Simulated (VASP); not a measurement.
Set up this calculation in VASP 6.6.1, as the native input.

- Task: single point
- Functional: PBEsol
- Potentials or basis: VASP PAW PBE potentials, release 64 (Be, C)
- Cutoff: 520 eV
- k mesh: 5 × 5 × 3
- Occupations: gaussian, width 0.05 eV
- Spin: no spin polarisation
- Dipole correction: no
- Further INCAR settings: LREAL = Auto; ALGO = Fast; EDIFF = 1e-07; NBANDS = 32

The structure of Be16C (a cell with a defect) lies in POSCAR:

```
Be16C
1.0
   -2.2900000000     -3.9663960000      0.0000000000
    3.4350000000     -1.9831980000      0.0000000000
    0.0000000000      0.0000000000      7.1768600000
Be C
16 1
Direct
    0.7537920796      0.5096450836      0.0055925572
    0.4998678389      0.2691628387      0.2567862547
    0.7546709344      0.4982499097      0.4986161079
    0.4998961657      0.3318588703      0.7478464119
    0.4998598282     -0.0327854420     -0.0054881940
    0.2069826214      0.8540649791      0.2527822753
    0.4999297442     -0.0090305344      0.5077473993
    0.2469741624      0.8370019889      0.7472494935
    0.2459680365      0.5096310927      0.0055620425
   -0.0001094673      0.3210431790      0.2506568332
    0.2451428760      0.4982806946      0.4986005022
   -0.0001128197      0.3442391973      0.7462500314
   -0.0001514758      0.0396963960     -0.0084426894
    0.7927713078      0.8540952824      0.2528472062
   -0.0000559614      0.0168651669      0.5050609877
    0.7528102955      0.8370027880      0.7472609191
    0.4998950952      0.6608977490      0.1737424166
```

The cell was built by a generator and needn't be a form met in nature.

These files were run (other wordings do the same):

INCAR

```
SYSTEM = Be16C
PREC = Accurate
ENCUT = 520
EDIFF = 1E-7
ISMEAR = 0
SIGMA = 0.05
LREAL = Auto
LASPH = .TRUE.
NELM = 60
ALGO = Fast
ISIF = 2
LWAVE = .FALSE.
LCHARG = .FALSE.
GGA = PS
NBANDS = 32
```

KPOINTS

```
Automatic mesh
0
G
  5 5 3
  0 0 0
```

Potentials or basis: VASP PAW PBE potentials, release 64 (Be, C).

Run with:

```sh
$ cat potpaw_PBE.64/Be/POTCAR potpaw_PBE.64/C/POTCAR > POTCAR
$ mpirun -np 1 vasp_std > vasp.out
```

Results of the run:

| Quantity | Value |
| --- | --- |
| Pressure | 7.5 GPa |
| Largest force | 2.075 eV/Å |
| Band gap on the k mesh | none (metal or under the smearing width) |

Caveat: the PAW data sets were made with another functional, which shifts forces and pressure a little.

Run time: 2.2 min on 1 thread of Intel(R) Xeon(R) Platinum 8559C (Emerald Rapids), on a shared host, peak memory 0.28 GiB.
